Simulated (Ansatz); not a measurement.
This Ansatz 0.2.0 run on ZrC needs a look.

input.yaml

```yaml
crystal:
  lattice:
    - [0.0, 2.365, 2.365]
    - [2.365, 0.0, 2.365]
    - [2.365, 2.365, 0.0]
  atoms:
    - { symbol: Zr, position: [0.5, 0.5, 0.5], spin: 0.5 }
    - { symbol: C, position: [0.0, 0.0, 0.0] }
kpoints:
  mp_grid: { grid: [10, 10, 10] }
  band_path:
    path:
      - [0.0, 0.0, 0.0]
      - [0.5, 0.0, 0.5]
      - [0.5, 0.25, 0.75]
      - [0.375, 0.375, 0.75]
      - [0.0, 0.0, 0.0]
      - [0.5, 0.5, 0.5]
      - [0.625, 0.25, 0.625]
      - [0.5, 0.25, 0.75]
    npoints: 8
scf:
  occupations: { method: fermi_dirac, width: 0.05 }
  max_iter: 100
hamiltonian:
  xc: pbesol
  dispersions: d3bjatm
  pseudopotentials:
    kind: all_electron
    lapw: { basis_error: 0.002, small_component_spin: dirac_moment }
  hubbard:
    occupation_matrices:
      s0_up:
        matrix:
          - [0.02, 0.0, 0.0, 0.0, 0.0]
          - [0.0, 0.02, 0.0, 0.0, 0.0]
          - [0.0, 0.0, 0.98, 0.0, 0.0]
          - [0.0, 0.0, 0.0, 0.02, 0.0]
          - [0.0, 0.0, 0.0, 0.0, 0.98]
      s0_down:
        matrix:
          - [0.02, 0.0, 0.0, 0.0, 0.0]
          - [0.0, 0.02, 0.0, 0.0, 0.0]
          - [0.0, 0.0, 0.02, 0.0, 0.0]
          - [0.0, 0.0, 0.0, 0.02, 0.0]
          - [0.0, 0.0, 0.0, 0.0, 0.02]
    sites:
      - { site: 0, l: d, u_eff: 7, starting_ns: [{ spin: up, occupation_matrix: s0_up }, { spin: down, occupation_matrix: s0_down }] }
    double_counting: fll
    projectors: ortho-atomic
magnetization:
  spin_polarized: true
output:
  forces: true
  stress: true
  eigenvalues: true
```

Potentials or basis: all-electron LAPW, Dirac moment of small components.

The run is started by

```console
$ ansatz run input.yaml --threads 1 --pin off --max-ram 2560MiB --backend cpu --events-out ev --progress --plain --runs-dir out
```

Output:

```text
Error: YAML parse error: error: line 27 column 3: unknown field `dispersions`, expected one of xc, dispersion, noncollinear_xc, pseudopotentials, hubbard, deformation_potential_offset, integrals
  --> <input>:27:3
   |
25 | hamiltonian:
26 |   xc: pbesol
27 |   dispersions: d3bjatm
   |   ^ unknown field `dispersions`, expected one of xc, dispersion, noncollinear_xc, pseudopotentials, hubbard, deformation_potential_offset, integrals
28 |   pseudopotentials:
29 |     kind: all_electron
   |
```

Task: Diagnose the run.

Result: The input was rejected before any iteration. The input holds a flaw that was put in on purpose: a misspelt key (hamiltonian.dispersion = dispersions).
